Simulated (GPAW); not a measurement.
# BN (R3m) in GPAW: notebook, part 2 of 2

GPAW 26.7.0. Earlier steps stand in the parts before.

## (3) Single point, PBE

run.py

```python
from ase.dft.bandgap import bandgap
from ase.io import read, write
from ase.units import Bohr, GPa
from gpaw import GPAW, PW
from gpaw.elf import elf_from_dft_calculation

atoms = read('BN.xyz')

calc = GPAW(mode=PW(800),
            xc='PBE',
            kpts={'size': (12, 12, 12), 'gamma': True},
            occupations={'name': 'methfessel-paxton', 'order': 0, 'width': 0.028999999999999998},
            nbands=11,
            convergence={'density': 1e-05, 'energy': 1e-05},
            maxiter=150,
            txt='gpaw.txt')
atoms.calc = calc
energy = atoms.get_potential_energy()
forces = atoms.get_forces()
stress = atoms.get_stress()
calc.write('gs.gpw')
write('result.traj', atoms)
print(f'Energy: {energy:.6f} eV')
print('Forces (eV/A):')
print(forces.round(4))
print('Stress (GPa):', (stress / GPa).round(3))
print('Fermi level:', round(calc.get_fermi_level(), 4), 'eV')
print(f'Gap: {bandgap(calc)[0]:.4f} eV, direct: {bandgap(calc, direct=True)[0]:.4f} eV')

# fields on the real-space grid
write('density.cube', atoms, data=calc.get_pseudo_density() * Bohr**3)
write('potential.cube', atoms, data=calc.get_electrostatic_potential())
write('elf.cube', atoms, data=elf_from_dft_calculation(calc).data)
```

BN.xyz

```xyz
2
Lattice="1.2511217832 0.7223354983 3.3729344033 -1.2511217832 0.7223354983 3.3729344033 0.0000000000 -1.4446709966 3.3729344033" Properties=species:S:1:pos:R:3 pbc="T T T"
N      0.0000000000      0.0000000000      6.7516520399
B      0.0000000000      0.0000000000      0.0033270625
```

Potentials or basis: GPAW PAW data sets (gpaw-data 1.2.1), pw.

Launch:

```bash
$ OMP_NUM_THREADS=1 python run.py
```

gpaw.txt:

```text
__  _  _
 | _ |_)|_||  |
 |__||  | ||/\| - 26.7.0

Input parameters:
  mode=PW(ecut=800.0),
  convergence={'density': 1e-05, 'energy': 1e-05},
  kpts=MonkhorstPack(size=(12, 12, 12), gamma=True),
  maxiter=150,
  nbands=11,
  occupations=Occupations(name='methfessel-paxton', order=0, width=0.028999999999999998),
  xc=XC(name='PBE')

Diagonalizing LCAO Hamiltonian
Converting LCAO to pw mode

       N

       B

Atoms  # Å, Bohr magnetons
|   | symbol |        x |        y |        z |    initial magnetic moments |
|---|--------|----------|----------|----------|-----------------------------|
| 0 |      N | 0.000000 | 0.000000 | 6.751652 | ( 0.0000,  0.0000,  0.0000) |
| 1 |      B | 0.000000 | 0.000000 | 0.003327 | ( 0.0000,  0.0000,  0.0000) |

Unit cell  # Å
| periodic |         x |         y |        z |  lengths |    angles |
|----------|-----------|-----------|----------|----------|-----------|
|      yes |  1.251122 |  0.722335 | 3.372934 | 3.669300 | 39.871987 |
|      yes | -1.251122 |  0.722335 | 3.372934 | 3.669300 | 39.871987 |
|      yes |  0.000000 | -1.444671 | 3.372934 | 3.669300 | 39.871987 |

Number of symmetries: 6
Symmetry operations  # r_c * U_cc + t_c -> r_c
|   | kind |            matrix            |
|---|------|------------------------------|
| 0 |  E   |  1, 0, 0,  0, 1, 0,  0, 0, 1 |
| 1 |  σ   |  1, 0, 0,  0, 0, 1,  0, 1, 0 |
| 2 |  σ   |  0, 1, 0,  1, 0, 0,  0, 0, 1 |
| 3 |  C3  |  0, 1, 0,  0, 0, 1,  1, 0, 0 |
| 4 |  C3  |  0, 0, 1,  1, 0, 0,  0, 1, 0 |
| 5 |  σ   |  0, 0, 1,  0, 1, 0,  1, 0, 0 |

BZ-sampling:
  Number of BZ points: 1728
  Number of IBZ points: 189

  Monkhorst-Pack size: [12, 12, 12]
  Monkhorst-Pack shift: [0.041666666666666664, 0.041666666666666664, 0.041666666666666664]

K-points  # in reciprocal-cell coordinates
|     |                                coordinates |     weight |
|-----|--------------------------------------------|------------|
|   0 | ( -0.00000000,  -0.00000000,  -0.00000000) | 0.00057870 |
|   1 | (  0.08333333,  -0.00000000,  -0.08333333) | 0.00347222 |
|   2 | (  0.08333333,  -0.00000000,  -0.00000000) | 0.00347222 |
|   3 | (  0.08333333,   0.08333333,  -0.08333333) | 0.00347222 |
|   4 | (  0.08333333,   0.08333333,  -0.00000000) | 0.00347222 |
|   5 | (  0.08333333,   0.08333333,   0.08333333) | 0.00115741 |
|   6 | (  0.16666667,  -0.08333333,  -0.08333333) | 0.00347222 |
|   7 | (  0.16666667,  -0.00000000,  -0.16666667) | 0.00347222 |
|   8 | (  0.16666667,  -0.00000000,  -0.08333333) | 0.00694444 |
|   9 | (  0.16666667,  -0.00000000,  -0.00000000) | 0.00347222 |
| ... |                                            |            |
| 188 | (  0.50000000,   0.50000000,   0.50000000) | 0.00057870 |

Plane wave coefficients: 954
Cutoff: 800.0 eV

Spin-components: 1 (collinear spins)
Bands:           11
Projectors:      10
Spin-degeneracy: 2
Datatype:        complex128

Parallelization:
  kpt:    1
  domain: 1
  band:   1

Density:
  Valence electrons: 8.0
  Components: 1
  Grid points: [24 24 24]
  Charge: 0.0  # |e|

Potential:
  Grid points: [24 24 24]

species:
  N:
    name:    Nitrogen
    Z:       7.0
    valence: 5
    core:    2
    charge:  0.0  # [|e|]
    compensation charges:
      type: gauss
      rc: 0.18  # [Å]
      lmax: 2
    cutoffs:
      filter: 1.11  # [Å]
      core: 0.96  # [Å]
    projectors
    | kind |    occ | energy [eV] | rcut [Å] |
    |------|--------|-------------|----------|
    |   2s |  2.000 |     -18.583 |    0.603 |
    |   2p |  3.000 |      -7.089 |    0.529 |
    |    s |        |       8.629 |    0.603 |
    |    p |        |      20.123 |    0.529 |
    |    d |        |       0.000 |    0.577 |

    Using partial waves for N as LCAO basis

  B:
    name:    Boron
    Z:       5.0
    valence: 3
    core:    2
    charge:  0.0  # [|e|]
    compensation charges:
      type: gauss
      rc: 0.20  # [Å]
      lmax: 2
    cutoffs:
      filter: 1.14  # [Å]
      core: 1.38  # [Å]
    projectors
    | kind |    occ | energy [eV] | rcut [Å] |
    |------|--------|-------------|----------|
    |   2s |  2.000 |      -9.443 |    0.635 |
    |   2p |  1.000 |      -3.606 |    0.635 |
    |    s |        |      17.768 |    0.635 |
    |    p |        |      23.605 |    0.635 |
    |    d |        |       0.000 |    0.635 |

    Using partial waves for B as LCAO basis

Reference energy: -2151.211071  # eV

eigensolver:
  PPCG
  Converge bands: occupied
  niter=2

density mixing:
  MSR1-Mixer
  Pratt-step length: 0.05
  Maximum mixing coefficient: 0.75
  Old densities: 10
  SVD Regularization: 0.005
  Good broyden scale: 1.0
  Trust region scale: 1.0
  Backstep threshold: 4.0
  History deletion threshold: 6.0
  Fourier metric: weight=20.0, sigma=0.015

occupation numbers:
  Methfessel-Paxton:
    width: 0.0290  # eV
    order: 0

poisson solver:
  ecut: 6400.0  # eV

xc functional:
  name: PBE with 2 nearest neighbor stencil

convergence criteria:
[... 6 lines left out ...]
|iter     | |      energy | eigst |  dens |
|---------|-|-------------|-------|-------|
|iter:   1| |  -19.204246 | +0.47 |       |
|iter:   2| |  -18.881226 | -1.38 | -0.64 |
|iter:   3| |  -17.651663 | -1.02 | -0.69 |
|iter:   4| |  -17.630377 | -2.44 | -1.33 |
|iter:   5| |  -17.629858 | -3.17 | -1.71 |
|iter:   6| |  -17.630064 | -4.51 | -2.30 |
|iter:   7| |  -17.630066 | -6.18 | -3.46 |
|iter:   8| |  -17.630067c| -7.64c| -3.98 |
|iter:   9| |  -17.630067c| -8.45c| -5.16c|

Converged in 9 steps
Energy contributions relative to reference atoms: (reference = -2151.211071)

Energy contributions:
  Kinetic:          17.987637
  Coulomb:         -18.149746
  Zero:              0.099105
  External:          0.000000
  Xc:              -17.567063
  Entropy:           0.000000
  Spinorbit:         0.000000
  ----------------------------
  Free energy:     -17.630067
  Extrapolated:    -17.630067

dipole moment: (0.000000, 0.000000, -13.655119)  # |e|*Ang

Fermi level: 4.706
Eigenvalues  # (at kpt = [-0.000, -0.000, -0.000])
| band index |      eig [eV] | occ [0-2] |
|------------|---------------|-----------|
|          0 |       -13.909 |     2.000 |
|          1 |        -0.318 |     2.000 |
|          2 |         2.572 |     2.000 |
|          3 |         2.572 |     2.000 |
|          4 |         9.044 |     0.000 |
|          5 |        15.559 |     0.000 |
|          6 |        15.560 |     0.000 |
|          7 |        17.005 |     0.000 |
|          8 |        18.614 |     0.000 |
|          9 |        29.790 |     0.000 |
|         10 |        31.791 |     0.000 |

Gap: 4.285 eV
Transition (v -> c):
  (s=0, k=50, n=3, [0.33, -0.00, -0.33]) -> (s=0, k=182, n=4, [0.50, 0.50, -0.00])
Direct/indirect transitions are different
Direct gap: 4.699 eV
Transition at: (s=0, k=50, n=3, [0.33, -0.00, -0.33])

Forces  # eV/Ang
|       x |        y |        z |
|---------|----------|----------|
| 0.00000 |  0.00000 | -0.00341 |  # N    0
| 0.00000 | -0.00000 |  0.00315 |  # B    1

Stress tensor  # eV/Ang^3
|         x |         y |         z |
|-----------|-----------|-----------|
| -0.021951 | -0.000000 | -0.000000 |
| -0.000000 | -0.021951 |  0.000000 |
| -0.000000 |  0.000000 | -0.009087 |

# Writing to gs.gpw (mode='')
```

stdout:

```text
<dir> UserWarning: The angles between your unit-cell vectors are 39.9, 39.9 and 39.9 degrees.  Results may be wrong!  Please Niggli-reduce your unit-cell so that the angles are closer to 90 degrees:

  from ase.build import niggli_reduce
  niggli_reduce(atoms)

  warnings.warn(
Energy: -17.630067 eV
Forces (eV/A):
[[ 0.      0.     -0.0034]
 [ 0.     -0.      0.0032]]
Stress (GPa): [-3.517 -3.517 -1.456  0.    -0.    -0.   ]
Fermi level: 4.7056 eV
Gap: 4.2854 eV, direct: 4.6985 eV
```

Run time: 42 s. Hardware: 1 thread of Arm Neoverse V2, shared host; peak memory 0.2 GiB.

Results:

| Quantity | Value |
| --- | --- |
| Free energy | -17.6301 eV |
| Pressure | 2.8 GPa |
| Largest force | 0.003 eV/Å |
| Band gap on the k mesh | 4.29 eV, indirect (least direct gap 4.70 eV) |

Forces in eV/Å, atoms in the order of the input:
```
N    0.000  0.000 -0.003
B    0.000  0.000  0.003
```

Levels at points of the mesh, in eV from the valence-band top:
```tsv
k point	band 1	band 2	band 3	band 4	band 5	band 6	band 7
(0.00, 0.00, 0.00)	-17.77	-4.18	-1.29	-1.29	5.18	11.70	11.70
(0.50, 0.00, 0.00)	-14.58	-8.93	-4.07	-0.60	5.29	9.93	13.09
(0.50, 0.50, 0.00)	-14.51	-8.81	-4.13	-1.17	4.29	9.92	14.27
(0.50, 0.50, 0.50)	-17.51	-6.13	-1.31	-1.31	10.12	11.63	11.63
```

Caveat: the program warned that so skewed a cell can give wrong results. A k mesh can miss the band edges.

## (4) Single point, PBE

run.py

```python
from ase.dft.bandgap import bandgap
from ase.io import read, write
from ase.units import GPa
from gpaw import GPAW, PW

atoms = read('POSCAR')

calc = GPAW(mode=PW(800),
            xc='PBE',
            kpts={'size': (12, 12, 12), 'gamma': True},
            occupations={'name': 'methfessel-paxton', 'order': 0, 'width': 0.03},
            nbands=11,
            convergence={'density': 1e-05, 'energy': 1e-05},
            maxiter=150,
            txt='gpaw.txt')
atoms.calc = calc
energy = atoms.get_potential_energy()
forces = atoms.get_forces()
stress = atoms.get_stress()
calc.write('gs.gpw')
write('result.traj', atoms)
print(f'Energy: {energy:.6f} eV')
print('Forces (eV/A):')
print(forces.round(4))
print('Stress (GPa):', (stress / GPa).round(3))
print('Fermi level:', round(calc.get_fermi_level(), 4), 'eV')
print(f'Gap: {bandgap(calc)[0]:.4f} eV, direct: {bandgap(calc, direct=True)[0]:.4f} eV')
```

POSCAR

```
BN
1.0
    1.2511217832      0.7223354983      3.3729344033
   -1.2511217832      0.7223354983      3.3729344033
    0.0000000000     -1.4446709966      3.3729344033
N B
1 1
Direct
    0.6672382000      0.6672382000      0.6672382000
    0.0003288000      0.0003288000      0.0003288000
```

Potentials or basis: GPAW PAW data sets (gpaw-data 1.2.1), pw.

Launch:

```bash
$ OMP_NUM_THREADS=1 python run.py
```

gpaw.txt:

```text
__  _  _
 | _ |_)|_||  |
 |__||  | ||/\| - 26.7.0

Input parameters:
  mode=PW(ecut=800.0),
  convergence={'density': 1e-05, 'energy': 1e-05},
  kpts=MonkhorstPack(size=(12, 12, 12), gamma=True),
  maxiter=150,
  nbands=11,
  occupations=Occupations(name='methfessel-paxton', order=0, width=0.03),
  xc=XC(name='PBE')

Diagonalizing LCAO Hamiltonian
Converting LCAO to pw mode

       N

       B

Atoms  # Å, Bohr magnetons
|   | symbol |         x |         y |        z |    initial magnetic moments |
|---|--------|-----------|-----------|----------|-----------------------------|
| 0 |      N |  0.000000 |  0.000000 | 6.751652 | ( 0.0000,  0.0000,  0.0000) |
| 1 |      B | -0.000000 | -0.000000 | 0.003327 | ( 0.0000,  0.0000,  0.0000) |

Unit cell  # Å
| periodic |         x |         y |        z |  lengths |    angles |
|----------|-----------|-----------|----------|----------|-----------|
|      yes |  1.251122 |  0.722335 | 3.372934 | 3.669300 | 39.871987 |
|      yes | -1.251122 |  0.722335 | 3.372934 | 3.669300 | 39.871987 |
|      yes |  0.000000 | -1.444671 | 3.372934 | 3.669300 | 39.871987 |

Number of symmetries: 6
Symmetry operations  # r_c * U_cc + t_c -> r_c
|   | kind |            matrix            |
|---|------|------------------------------|
| 0 |  E   |  1, 0, 0,  0, 1, 0,  0, 0, 1 |
| 1 |  σ   |  1, 0, 0,  0, 0, 1,  0, 1, 0 |
| 2 |  σ   |  0, 1, 0,  1, 0, 0,  0, 0, 1 |
| 3 |  C3  |  0, 1, 0,  0, 0, 1,  1, 0, 0 |
| 4 |  C3  |  0, 0, 1,  1, 0, 0,  0, 1, 0 |
| 5 |  σ   |  0, 0, 1,  0, 1, 0,  1, 0, 0 |

BZ-sampling:
  Number of BZ points: 1728
  Number of IBZ points: 189

  Monkhorst-Pack size: [12, 12, 12]
[... 119 lines left out ...]

convergence criteria:
[... 6 lines left out ...]
|iter     | |      energy | eigst |  dens |
|---------|-|-------------|-------|-------|
|iter:   1| |  -19.204246 | +0.47 |       |
|iter:   2| |  -18.881226 | -1.38 | -0.64 |
|iter:   3| |  -17.651663 | -1.02 | -0.69 |
|iter:   4| |  -17.630377 | -2.44 | -1.33 |
|iter:   5| |  -17.629858 | -3.17 | -1.71 |
|iter:   6| |  -17.630064 | -4.51 | -2.30 |
|iter:   7| |  -17.630066 | -6.18 | -3.46 |
|iter:   8| |  -17.630067c| -7.64c| -3.98 |
|iter:   9| |  -17.630067c| -8.45c| -5.16c|

Converged in 9 steps
Energy contributions relative to reference atoms: (reference = -2151.211071)

Energy contributions:
  Kinetic:          17.987637
  Coulomb:         -18.149746
  Zero:              0.099105
  External:          0.000000
  Xc:              -17.567063
  Entropy:           0.000000
  Spinorbit:         0.000000
  ----------------------------
  Free energy:     -17.630067
  Extrapolated:    -17.630067

dipole moment: (0.000000, -0.000000, -13.655119)  # |e|*Ang

Fermi level: 4.706
Eigenvalues  # (at kpt = [-0.000, -0.000, -0.000])
| band index |      eig [eV] | occ [0-2] |
|------------|---------------|-----------|
|          0 |       -13.909 |     2.000 |
|          1 |        -0.318 |     2.000 |
|          2 |         2.572 |     2.000 |
|          3 |         2.572 |     2.000 |
|          4 |         9.044 |     0.000 |
|          5 |        15.559 |     0.000 |
|          6 |        15.560 |     0.000 |
|          7 |        17.005 |     0.000 |
|          8 |        18.614 |     0.000 |
|          9 |        29.790 |     0.000 |
|         10 |        31.791 |     0.000 |

Gap: 4.285 eV
Transition (v -> c):
  (s=0, k=50, n=3, [0.33, -0.00, -0.33]) -> (s=0, k=182, n=4, [0.50, 0.50, -0.00])
Direct/indirect transitions are different
Direct gap: 4.699 eV
Transition at: (s=0, k=50, n=3, [0.33, -0.00, -0.33])

Forces  # eV/Ang
|       x |        y |        z |
|---------|----------|----------|
| 0.00000 |  0.00000 | -0.00341 |  # N    0
| 0.00000 | -0.00000 |  0.00315 |  # B    1

Stress tensor  # eV/Ang^3
|         x |         y |         z |
|-----------|-----------|-----------|
| -0.021951 |  0.000000 | -0.000000 |
| -0.000000 | -0.021951 | -0.000000 |
| -0.000000 | -0.000000 | -0.009087 |

# Writing to gs.gpw (mode='')
```

Wall time 42 s (1 thread of Arm Neoverse V2, shared host); peak memory 0.2 GiB.

Results:

| Quantity | Value |
| --- | --- |
| Free energy | -17.6301 eV |
| Pressure | 2.8 GPa |
| Largest force | 0.003 eV/Å |
| Band gap on the k mesh | 4.29 eV, indirect (least direct gap 4.70 eV) |

Forces on the atoms (eV/Å):
```
N    0.000  0.000 -0.003
B    0.000  0.000  0.003
```

Caveat: the program warned that so skewed a cell can give wrong results. A k mesh can miss the band edges.
